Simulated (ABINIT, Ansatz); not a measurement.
# How the form of the self-energy moves the gap of LiH (Fm-3m), part 2 of 2

Wanted: the gap of LiH (Fm-3m) under several approximations, with cost.

ABINIT 10.8.3; PBE and many-body steps on it, plane waves. Known limits of the many-body steps: not at the basis limit.

So far. Step 3 (Screening, 8×8×8 mesh, 127 bands, screening to 283 eV): Local fields lower ε∞ by 9 %. Step 4 (G0W0, Godby-Needs plasmon pole): The gap on the mesh goes from 3.02 eV to 4.97 eV, a correction of +1.95 eV.

The database entry behind the starting cell differs from later determinations by our own check (the deuteride, about 0.2 % short), so it need not match the best structure at ambient conditions.

### 5. G0W0, Hybertsen-Louie plasmon pole

Level of this step: G0W0 on PBE, plane waves, norm-conserving pseudopotentials (ABINIT).

Contents of run.abi:

```
acell 3*1.0 Angstrom
rprim 
  -0.000000000000 2.036750000000 2.036750000000
  2.036750000000 -0.000000000000 2.036750000000
  2.036750000000 2.036750000000 -0.000000000000
ntypat 2
znucl 3 1
natom 2
typat 1 2
xred 
  0.000000000000 0.000000000000 0.000000000000
  0.500000000000 0.500000000000 0.500000000000
pp_dirpath "pseudos"
pseudos "Li.upf, H.upf"
ecut 33
ngkpt 8 8 8
nshiftk 1
shiftk 0 0 0
kptopt 1
chksymbreak 0
istwfk *1
occopt 1
irdwfk 1
optdriver 4
nband 127
gwcalctyp 0
ecutsigx 33
symsigma 1
nkptgw 2
kptgw 
  0.5000000000 0.5000000000 0.0000000000
  0.0000000000 0.0000000000 0.0000000000
bdgw 
  1 5
  1 6
ecuteps 10.4
irdscr 1
ppmodel 2
indata_prefix "in"
outdata_prefix "out"
tmpdata_prefix "tmp"
```

Launch:

```bash
OMP_NUM_THREADS=1 mpirun -n 8 abinit run.abi > log
```

The program printed:

```text
.Version 10.8.3 of ABINIT. v10.8.2 released Aug 2026.

 Symmetries : space group Fm -3 m (#225); Bravais cF (face-center cubic)
[... echo of the input left out ...]
== DATASET  1 ==================================================================
-   mpi_nproc: 8, omp_nthreads: 1 (-1 if OMP is not activated)

--- !DatasetInfo
iteration_state: {dtset: 1, }
dimensions: {natom: 2, nkpt: 29, mband: 127, nsppol: 1, nspinor: 1, nspden: 1, mpw: 1056, }
cutoff_energies: {ecut:  33.0, pawecutdg:  -1.0, }
electrons: {nelect:   4.00000000E+00, charge:   0.00000000E+00, occopt:   1.00000000E+00, tsmear:   1.00000000E-02, }

 SIGMA: Calculation of the GW corrections

 Based on a program developped by R.W. Godby, V. Olevano, G. Onida, and L. Reining.
 Incorporated in ABINIT by V. Olevano, G.-M. Rignanese, and M. Torrent.
.Using double precision arithmetic ; gwpc =  8

[... cell and pseudopotentials left out ...]
--------------------------------------------------------------------------------

 ==== K-mesh for the wavefunctions ====
 Number of points in the irreducible wedge :    29
[... list of points left out ...]
 Together with 48 symmetry operations and time-reversal symmetry
 yields   512 points in the full Brillouin Zone.

 ==== Q-mesh for screening function ====
 Number of points in the irreducible wedge :    29
[... list of points left out ...]
 Together with 48 symmetry operations and time-reversal symmetry
 yields   512 points in the full Brillouin Zone.

 vcoul_init : cutoff-mode = AUXILIARY_FUNCTION
 q-points for optical limit:   1
     1)      0.000010    0.000020    0.000030
 setmesh: FFT mesh size selected  =    30x   30x   30
          total number of points  =        27000

 Number of electrons calculated from density =    4.0000; Expected =    4.0000
[...]
number of omega for Sigma on real axis              0
 max omega for Sigma on real axis  [eV]           0.00
 zcut for avoiding poles [eV]                     0.10

 EPSILON^-1 parameters (SCR file):
 dimension of the eps^-1 matrix on file            169
 dimension of the eps^-1 matrix used               169
 number of plane-waves for wavefunctions          1037
 number of bands                                   127
 number of q-points in IBZ                          29
 number of frequencies                               2
 number of real frequencies                          1
 number of imag frequencies                          1

 matrix elements of self-energy operator (all in [eV])

 Perturbative Calculation

--- !SelfEnergy_ee
iteration_state: {dtset: 1, }
kpoint     : [   0.500,    0.500,    0.000, ]
spin       : 1
KS_gap     :    3.022
QP_gap     :    4.935
Delta_QP_KS:    1.913
data: !SigmaeeData |
     Band     E0 <VxcDFT>   SigX SigC(E0)      Z dSigC/dE  Sig(E)    E-E0       E
        1 -44.599 -25.708 -39.786   6.321   0.797  -0.255 -31.888  -6.180 -50.779
        2  -0.348 -11.306 -14.553   1.129   0.838  -0.194 -13.080  -1.774  -2.122
        3   2.674  -7.648  -3.711  -3.773   0.852  -0.173  -7.509   0.139   2.813
[...]
--- !SelfEnergy_ee
iteration_state: {dtset: 1, }
kpoint     : [   0.000,    0.000,    0.000, ]
spin       : 1
KS_gap     :   20.729
QP_gap     :   23.936
Delta_QP_KS:    3.207
data: !SigmaeeData |
     Band     E0 <VxcDFT>   SigX SigC(E0)      Z dSigC/dE  Sig(E)    E-E0       E
[...]
5  17.057  -8.964  -2.438  -5.615   0.816  -0.225  -8.221   0.743  17.800
        6  17.057  -8.964  -2.438  -5.615   0.816  -0.225  -8.221   0.743  17.800

== END DATASET(S) ==============================================================
================================================================================

 -outvars: echo values of variables after computation  --------
           etotal      0.0000000000E+00
            nband         127
             nkpt          29
          spgroup         225
 [... the other variables as echoed above ...]

 Calculation completed.
```

The job ended after 12 s (8 MPI ranks of Intel Xeon Platinum 8488C (Sapphire Rapids), shared host; peak memory 1.9 GiB).

Numbers from this step:

```yaml
g0w0_gap_on_the_points_computed: 4.935 eV
starting_gap_on_the_mesh: 3.022 eV
k_of_the_valence_top: 0.5, 0.5, 0
k_of_the_conduction_bottom: 0.5, 0.5, 0
z_at_the_valence_top: 0.838
z_at_the_conduction_bottom: 0.852
least_direct_g0w0_gap_on_the_computed_points: 4.935 eV
```

Against G0W0 in ABINIT (8×8×8 mesh, 127 bands, screening to 283 eV, Godby-Needs plasmon pole), the gap moves by −0.035 eV.

### 6. G0W0, von der Linden-Horsch plasmon pole

run.abi, as its differences from that of step 5:

```diff
@@ -37,3 +37,3 @@
 irdscr 1
-ppmodel 2
+ppmodel 3
 indata_prefix "in"
```

The program printed:

```text
.Version 10.8.3 of ABINIT. v10.8.2 released Aug 2026.

 Symmetries : space group Fm -3 m (#225); Bravais cF (face-center cubic)
[... echo of the input left out ...]
== DATASET  1 ==================================================================
-   mpi_nproc: 8, omp_nthreads: 1 (-1 if OMP is not activated)

--- !DatasetInfo
iteration_state: {dtset: 1, }
dimensions: {natom: 2, nkpt: 29, mband: 127, nsppol: 1, nspinor: 1, nspden: 1, mpw: 1056, }
cutoff_energies: {ecut:  33.0, pawecutdg:  -1.0, }
[...]
Band     E0 <VxcDFT>   SigX SigC(E0)      Z dSigC/dE  Sig(E)    E-E0       E
[...]
5  17.057  -8.964  -2.438  -5.375   0.833  -0.200  -8.005   0.959  18.015
        6  17.057  -8.964  -2.438  -5.375   0.833  -0.200  -8.005   0.959  18.015

== END DATASET(S) ==============================================================
================================================================================

 -outvars: echo values of variables after computation  --------
           etotal      0.0000000000E+00
            nband         127
             nkpt          29
          spgroup         225
 [... the other variables as echoed above ...]

 Calculation completed.
```

Elapsed: 7.1 s, on 8 MPI ranks; peak memory 1.9 GiB.

Numbers from this step:

* G0W0 gap on the points computed: 5.013 eV
* starting gap on the mesh: 3.022 eV
* k of the valence top: 0.5, 0.5, 0
* k of the conduction bottom: 0.5, 0.5, 0
* least direct G0W0 gap on the computed points: 5.013 eV

Against G0W0 in ABINIT (8×8×8 mesh, 127 bands, screening to 283 eV, Godby-Needs plasmon pole), the gap moves by +0.043 eV.

### 7. Side by side

Times are wall times on 8 MPI ranks of Intel Xeon Platinum 8488C (Sapphire Rapids), shared host, good to a factor of about two. A run's time includes the screening step that it read.

| run | mesh | bands | screening cutoff (eV) | DFT gap (eV) | gap on the mesh (eV) | direct (eV) | ε∞ used | time |
| --- | --- | --- | --- | --- | --- | --- | --- | --- |
| G0W0, Godby-Needs plasmon pole | 8×8×8 | 127 | 283 | 3.022 | 4.970 | 4.970 | 4.01 | 71 s |
| G0W0, Hybertsen-Louie plasmon pole | 8×8×8 | 127 | 283 | 3.022 | 4.935 | 4.935 | 4.01 | 71 s |
| G0W0, von der Linden-Horsch plasmon pole | 8×8×8 | 127 | 283 | 3.022 | 5.013 | 5.013 | 4.01 | 67 s |

### 8. What came out

| Quantity | Value |
| --- | --- |
| G0W0, Godby-Needs plasmon pole | 4.970 eV |
| G0W0, Hybertsen-Louie plasmon pole | 4.935 eV |
| G0W0, von der Linden-Horsch plasmon pole | 5.013 eV |
| known limits | not at the basis limit |

**Reading.** G0W0, Hybertsen-Louie plasmon pole: −0.035 eV against G0W0, Godby-Needs plasmon pole. G0W0, von der Linden-Horsch plasmon pole: +0.043 eV against G0W0, Godby-Needs plasmon pole. Bands and cutoff are finite, so the gap is not at the basis limit. The miss can reach some tenths of an eV and take either sign; the mesh is an error of its own. In the G0W0 runs levels were corrected at 2 k points alone, so a gap called «on the mesh» is the least over those, and an edge elsewhere would be missed.

[Paths, hosts, dates, memory and timing lines, banners, echoed tables and standing remarks are left out of the program output.]

[Logs are printed without paths, hosts, clocks, repeated set-up lines and the standing remarks that a program may print on its own settings, such as how far it seeks lower states.]

[Runs of the session that timed out or met a known fault of the program may be left out.]

[Hosts, paths, dates, database ids (printed as entryN), source tags and the programs' standing remarks are cut or masked in the printed files.]

[G0W0 gaps are taken among the corrected bands and points alone; a level outside them can change the order at an edge.]

[Where Ansatz stands beside ABINIT at settings called matched, ABINIT's density can come from a denser mesh and the files from another edition; pairs whose starting gaps differed by over 0.03 eV were left out, so agreement reads better than it is.]
